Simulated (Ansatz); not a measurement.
SnTe:

```xyz
2
Lattice="0.0000 3.1509 3.1509 3.1509 0.0000 3.1509 3.1509 3.1509 0.0000" Properties=species:S:1:pos:R:3 pbc="T T T"
Te    3.1509    3.1509    3.1509
Sn    0.0000    0.0000    0.0000
```

| Property | Result |
| --- | --- |
| Program | Ansatz 0.2.0 |
| Task | relaxation of cell and atoms |
| Functional | PBEsol0 |
| Potentials or basis | Ansatz PAW |
| Cutoff | 420 eV (not typed: the program's choice for these potentials) |
| k mesh | 4 × 4 × 4 |
| Occupations | fermi-dirac, width 0.05 eV |
| Spin | no spin polarisation |

At the start: volume 31.28 Å³/atom.

Task: Where does the relaxation end?

Result: It ends after 4 steps and the volume is 30.41 Å³/atom (-2.8 %); space group Fm-3m (No. 225, to 0.05 Å).

Step by step:
```tsv
step	energy change (eV)	largest force (eV/Å)	volume (Å³)
1	0.0000	0.0000	62.56
2	-0.0071	0.0000	60.00
3	-0.0086	0.0000	60.83
4	-0.0082	0.0000	60.83
```

Final structure:
```cif
data_structure
_symmetry_space_group_name_H-M 'P 1'
_symmetry_Int_Tables_number 1
_cell_length_a 4.4144
_cell_length_b 4.4144
_cell_length_c 4.4144
_cell_angle_alpha 60.000
_cell_angle_beta 60.000
_cell_angle_gamma 60.000
_cell_volume 60.83
loop_
_atom_site_label
_atom_site_type_symbol
_atom_site_fract_x
_atom_site_fract_y
_atom_site_fract_z
_atom_site_occupancy
Te1 Te 0.50000 0.50000 0.50000 1
Sn1 Sn 0.00000 0.00000 0.00000 1
```

Caveat: the k mesh is coarse (spacing up to 0.43 Å⁻¹), so the values aren't converged, least of all with exact exchange; the plane-wave basis is chosen anew once the cell has moved, so the energies of steps on either side of that aren't comparable; the PAW data sets come from PBE, with cores solved anew for the run's functional, which leaves a small shift of forces and pressure.
